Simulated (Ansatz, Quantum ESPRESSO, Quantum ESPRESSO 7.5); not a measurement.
**Complex bands of BeS, zinc blende type, lattice constant set to 4.653 Å**

Aim: how fast states decay in the gap of BeS, zinc blende type, lattice constant set to 4.653 Å.

Program: Quantum ESPRESSO 7.5. Level of theory: plane-wave DFT, LDA, GBRV ultrasoft pseudopotentials (cross-check by Ansatz 0.2.0 with PAW datasets). Results are calculated unless marked as measured.

The structure was built from a prototype and need not be the compound's stable phase.

## 1. Set-up

The structure is cubic, space group F-43m (No. 216). Conventional cell: a = 4.653 Å, b = 4.653 Å, c = 4.653 Å, α = 90.00°, β = 90.00°, γ = 90.00°. Nearest to Be lie 4 S at 2.01 Å. Nearest to S lie 4 Be at 2.01 Å. Farther neighbours and most contacts between anions are not listed.

## 2. Ground state

pwcond needs a cell whose third axis lies along the current and stands perpendicular to the other two.

Input file scf.in:

```
&control
  prefix = 'scf'
  outdir = './out'
  pseudo_dir = './pseudo'
  calculation = 'scf'
  tprnfor = .true.
/
&system
  ibrav = 0
  nat = 4
  ntyp = 2
  ecutwfc = 40
  ecutrho = 200
  occupations = 'fixed'
  nbnd = 14
/
&electrons
  conv_thr = 1e-09
  mixing_beta = 0.6
  electron_maxstep = 120
/
ATOMIC_SPECIES
  Be  9.0122  be_lda_v1.4.uspp.F.UPF
  S   32.0600  s_lda_v1.4.uspp.F.UPF
CELL_PARAMETERS angstrom
  3.29016785286101 0.00000000000000 0.00000000000000
  0.00000000000000 3.29016785286101 0.00000000000000
  0.00000000000000 0.00000000000000 4.65300000000000
ATOMIC_POSITIONS crystal
  Be  0.000000000000 0.000000000000 0.000000000000
  S   0.500000000000 0.000000000000 0.250000000000
  Be  0.500000000000 0.500000000000 0.500000000000
  S   0.000000000000 0.500000000000 0.750000000000
K_POINTS automatic
  8 8 6 0 0 0
```

Run with:

```console
OMP_NUM_THREADS=1 mpirun -n 2 pw.x -nk 2 -in scf.in > scf.out
```

The program printed:

```text
Program PWSCF v.7.5 starts
[citation notice left out]

     Parallel version (MPI & OpenMP), running on       2 processor cores
     Number of MPI processes:                 2
     Threads/MPI process:                     1

     MPI processes distributed on     1 nodes
[...]
Current dimensions of program PWSCF are:
     Max number of different atomic species (ntypx) = 10
     Max number of k-points (npk) =  40000
     Max angular momentum in pseudopotentials (lmaxx) =  4
     Found identity + ( -0.5000 -0.5000 -0.5000) symmetry
     This is a supercell, fractional translations are disabled
     Message from routine setup:
     using ibrav=0 with symmetry is DISCOURAGED, use correct ibrav instead

     K-points division:     npool     =       2
     Subspace diagonalization in iterative solution of the eigenvalue problem:
     a serial algorithm will be used

     G-vector sticks info
     --------------------
     sticks:   dense  smooth     PW     G-vecs:    dense   smooth      PW
     Sum         609     489    149                16135    11587    2071

     Using Slab Decomposition

     bravais-lattice index     =            0
     lattice parameter (alat)  =       6.2175  a.u.
     unit-cell volume          =     339.9114 (a.u.)^3
     number of atoms/cell      =            4
     number of atomic types    =            2
     number of electrons       =        20.00
     number of Kohn-Sham states=           14
     kinetic-energy cutoff     =      40.0000  Ry
     charge density cutoff     =     200.0000  Ry
     scf convergence threshold =      1.0E-09
     mixing beta               =       0.6000
     number of iterations used =            8  plain     mixing
     Exchange-correlation=  SLA  PZ   NOGX NOGC
                           (   1   1   0   0   0   0   0)

     celldm(1)=   6.217516  celldm(2)=   0.000000  celldm(3)=   0.000000
     celldm(4)=   0.000000  celldm(5)=   0.000000  celldm(6)=   0.000000

     crystal axes: (cart. coord. in units of alat)
               a(1) = (   1.000000   0.000000   0.000000 )
               a(2) = (   0.000000   1.000000   0.000000 )
               a(3) = (   0.000000   0.000000   1.414214 )

     reciprocal axes: (cart. coord. in units 2 pi/alat)
               b(1) = (  1.000000  0.000000  0.000000 )
               b(2) = (  0.000000  1.000000  0.000000 )
               b(3) = (  0.000000  0.000000  0.707107 )

     PseudoPot. # 1 for Be read from file:
     ./pseudo/be_lda_v1.4.uspp.F.UPF
     Pseudo is Ultrasoft, Zval =  4.0
     Generated by new atomic code, or converted to UPF format
     Using radial grid of  769 points,  6 beta functions with:
                l(1) =   0
                l(2) =   0
                l(3) =   0
                l(4) =   1
                l(5) =   1
                l(6) =   2
     Q(r) pseudized with 10 coefficients,  rinner =    1.000   1.000   1.000
                                                       1.000   1.000

     PseudoPot. # 2 for S  read from file:
     ./pseudo/s_lda_v1.4.uspp.F.UPF
     Pseudo is Ultrasoft + core correction, Zval =  6.0
     Generated by new atomic code, or converted to UPF format
     Using radial grid of  907 points,  6 beta functions with:
                l(1) =   0
                l(2) =   0
                l(3) =   1
                l(4) =   1
                l(5) =   2
                l(6) =   2
     Q(r) pseudized with  8 coefficients,  rinner =    1.300   1.300   1.300
                                                       1.300   1.300

     atomic species   valence    mass     pseudopotential
     Be                4.00     9.01220     Be( 1.00)
     S                 6.00    32.06000     S ( 1.00)

      8 Sym. Ops. (no inversion) found

   Cartesian axes

     site n.     atom                  positions (alat units)
         1        Be     tau(   1) = (   0.0000000   0.0000000   0.0000000  )
         2        S      tau(   2) = (   0.5000000   0.0000000   0.3535534  )
         3        Be     tau(   3) = (   0.5000000   0.5000000   0.7071068  )
         4        S      tau(   4) = (   0.0000000   0.5000000   1.0606602  )

     number of k points=    60
                       cart. coord. in units 2pi/alat
        k(    1) = (   0.0000000   0.0000000   0.0000000), wk =   0.0052083
        k(    2) = (   0.0000000   0.0000000   0.1178511), wk =   0.0104167
        k(    3) = (   0.0000000   0.0000000   0.2357023), wk =   0.0104167
        k(    4) = (   0.0000000   0.0000000  -0.3535534), wk =   0.0052083
        k(    5) = (   0.0000000   0.1250000   0.0000000), wk =   0.0208333
        k(    6) = (   0.0000000   0.1250000   0.1178511), wk =   0.0416667
        k(    7) = (   0.0000000   0.1250000   0.2357023), wk =   0.0416667
        k(    8) = (   0.0000000   0.1250000  -0.3535534), wk =   0.0208333
        k(    9) = (   0.0000000   0.2500000   0.0000000), wk =   0.0208333
        k(   10) = (   0.0000000   0.2500000   0.1178511), wk =   0.0416667
[...]
k(   60) = (  -0.5000000  -0.5000000  -0.3535534), wk =   0.0052083

     Dense  grid:    16135 G-vectors     FFT dimensions: (  27,  27,  40)

     Smooth grid:    11587 G-vectors     FFT dimensions: (  25,  25,  36)

     Estimated max dynamical RAM per process >      45.99 MB

     Estimated total dynamical RAM >      88.05 MB

     Initial potential from superposition of free atoms

     starting charge      19.9996, renormalised to      20.0000
     Starting wfcs are   18 randomized atomic wfcs

     total cpu time spent up to now is        1.1 secs

     per-process dynamical memory:    27.0 Mb

     Self-consistent Calculation

     iteration #  1     ecut=    40.00 Ry     beta= 0.60
     Davidson diagonalization with overlap
     ethr =  1.00E-02,  avg # of iterations =  4.3

     Threshold (ethr) on eigenvalues was too large:
     Diagonalizing with lowered threshold

     Davidson diagonalization with overlap
     ethr =  5.31E-04,  avg # of iterations =  1.9

     total cpu time spent up to now is        2.3 secs

     total energy              =    -104.48235634 Ry
     estimated scf accuracy    <       0.10948362 Ry

     iteration #  2     ecut=    40.00 Ry     beta= 0.60
[...]
total energy              =    -104.48612661 Ry
     estimated scf accuracy    <       0.00836885 Ry

     iteration #  3     ecut=    40.00 Ry     beta= 0.60
[...]
total energy              =    -104.48812048 Ry
     estimated scf accuracy    <       0.00019365 Ry

     iteration #  4     ecut=    40.00 Ry     beta= 0.60
[...]
c_bands:  1 eigenvalues not converged
     c_bands:  1 eigenvalues not converged
[...]
total energy              =    -104.48828887 Ry
     estimated scf accuracy    <       0.00001113 Ry

     iteration #  5     ecut=    40.00 Ry     beta= 0.60
[...]
total energy              =    -104.48829592 Ry
     estimated scf accuracy    <       0.00000085 Ry

     iteration #  6     ecut=    40.00 Ry     beta= 0.60
[...]
total energy              =    -104.48829627 Ry
     estimated scf accuracy    <          7.8E-09 Ry

     iteration #  7     ecut=    40.00 Ry     beta= 0.60
[...]
total energy              =    -104.48829630 Ry
     estimated scf accuracy    <          3.4E-09 Ry

     iteration #  8     ecut=    40.00 Ry     beta= 0.60
[...]
End of self-consistent calculation

          k = 0.0000 0.0000 0.0000 (  1465 PWs)   bands (ev):

   -90.0418 -90.0417  -7.6872  -5.0269   1.1695   3.7408   3.7408   6.8751
     6.8751   6.8751   9.4730  11.5238  12.3087  12.3088

          k = 0.0000 0.0000 0.1179 (  1454 PWs)   bands (ev):

   -90.0417 -90.0415  -7.5628  -5.3068   1.5800   3.8784   3.8784   6.3745
     6.5084   6.5084   9.7150  11.6801  12.0655  12.8522

          k = 0.0000 0.0000 0.2357 (  1426 PWs)   bands (ev):

   -90.0414 -90.0412  -7.1996  -5.9436   2.5969   4.2827   4.2827   5.2279
     5.7256   5.7256  10.3343  11.6053  12.2345  14.1581

          k = 0.0000 0.0000-0.3536 (  1458 PWs)   bands (ev):

   -90.0417 -90.0416  -6.6329  -6.6329   3.8882   3.8882   4.9231   4.9231
     4.9231   4.9231  11.0271  11.0271  13.3766  13.3766

          k = 0.0000 0.1250 0.0000 (  1455 PWs)   bands (ev):

   -90.0417 -90.0416  -7.5476  -5.0073   1.3050   3.0736   3.8751   6.0175
     6.4496   6.8173  10.0811  12.2148  12.4568  12.4674

          k = 0.0000 0.1250 0.1179 (  1446 PWs)   bands (ev):

   -90.0416 -90.0414  -7.4258  -5.2643   1.5868   3.3311   4.0087   5.2395
     6.4916   6.6231  10.3010  12.3660  12.4995  12.7612

[...]
highest occupied, lowest unoccupied level (ev):     6.8751    9.4730

!    total energy              =    -104.48829630 Ry
     estimated scf accuracy    <          4.0E-10 Ry

     The total energy is the sum of the following terms:
     one-electron contribution =     -29.83959346 Ry
     hartree contribution      =      15.17094779 Ry
     xc contribution           =     -26.83567691 Ry
     ewald contribution        =     -62.98397372 Ry

     convergence has been achieved in   8 iterations

     Forces acting on atoms (cartesian axes, Ry/au):

     atom    1 type  1   force =     0.00000000    0.00000000    0.00000000
     atom    2 type  2   force =     0.00000000    0.00000000   -0.00000242
     atom    3 type  1   force =     0.00000000    0.00000000    0.00000000
     atom    4 type  2   force =     0.00000000    0.00000000    0.00000242

     Total force =     0.000003     Total SCF correction =     0.000004
     SCF correction compared to forces is large: reduce conv_thr to get better values

[...]
=------------------------------------------------------------------------------=
   JOB DONE.
=------------------------------------------------------------------------------=
```

Run time: 8.8 s. Hardware: 2 MPI ranks of Intel Xeon Platinum 8375C at 2.90GHz (Ice Lake), shared host; peak memory 0.18 GiB.

This step gave:

```
free energy                          : -1421.6357 eV
valence top, on the run's zero       : 6.875 eV
conduction bottom, on the run's zero : 9.473 eV
gap by band count                    : 2.598 eV
```

The program's own clock; routines nest. Time by routine:

| routine | wall time (s) | calls |
| --- | --- | --- |
| PWSCF | 8.12 | 1 |
| electrons | 6.88 | 1 |
| c_bands | 5.71 | 9 |
| cegterg | 4.64 | 270 |
| h_psi | 3.42 | 1485 |
| vloc_psi | 2.59 | 1485 |
| fftw | 2.41 | 29224 |
| init_run | 0.95 | 1 |
| sum_band | 0.93 | 9 |
| calbec | 0.58 | 1875 |
| h_psi:calbec | 0.44 | 1485 |
| hinit0 | 0.38 | 1 |
| add_vuspsi | 0.34 | 1485 |
| init_us_2 | 0.33 | 600 |

The run needed 8 iterations to bring the estimated error under 1e-09 Ry.

(Part 1 of 4 ends here.)

[Logs are printed without paths, hosts, clocks, repeated set-up lines and the standing remarks that a program may print on its own settings, such as how far it seeks lower states.]

[Hosts, paths, dates, database ids (printed as entryN), source tags and the programs' standing remarks are cut or masked in the printed files.]

[Maps of the electrostatic potential energy from Ansatz leave out the sawtooth potential of an applied field or a dipole correction, so their vacuum need not be flat; planar profiles and work functions include it.]
